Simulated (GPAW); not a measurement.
# InAs: single point with revPBE

InAs:

```
In As
1.0
     0.00000    2.87730    2.87730
     2.87730    0.00000    2.87730
     2.87730    2.87730    0.00000
In As
1 1
Direct
  0.50000 0.50000 0.50000
  0.00000 0.00000 0.00000
```

Measurements of this composition are mostly on another form, of space group No. 216.

```json
{
  "Program": "GPAW 26.7.0",
  "Task": "single point",
  "Functional": "revPBE",
  "Potentials or basis": "the program's PAW data sets (release 1.2.1) made for this functional",
  "Cutoff": "600 eV",
  "Basis": "pw",
  "k mesh": "8 × 8 × 8",
  "Occupations": "fermi-dirac, width 0.05 eV",
  "Spin": "no spin polarisation",
  "Maxiter": "150"
}
```

The pressure is 1.0 GPa and the band gap on the k mesh is none (metal or under the smearing width).

Levels at points of the mesh, in eV from the Fermi level:
```
           k point  band 5  band 6  band 7  band 8  band 9  band 10  band 11  band 12  band 13  band 14
(0.00, 0.00, 0.00)  -14.24  -12.09   -0.59   -0.22   -0.22    -0.22     7.18     7.18     7.18     7.51
(0.50, 0.50, 0.00)  -14.16   -9.54   -4.71   -2.88   -2.25    -2.25     3.89     9.21     9.21    10.04
(0.50, 0.50, 0.50)  -14.18  -10.43   -6.49    0.16    0.16     2.15     3.26     3.26     4.45    10.68
```

It took 17 s on 1 thread of Arm Neoverse V1 (shared host), peak memory 0.16 GiB.
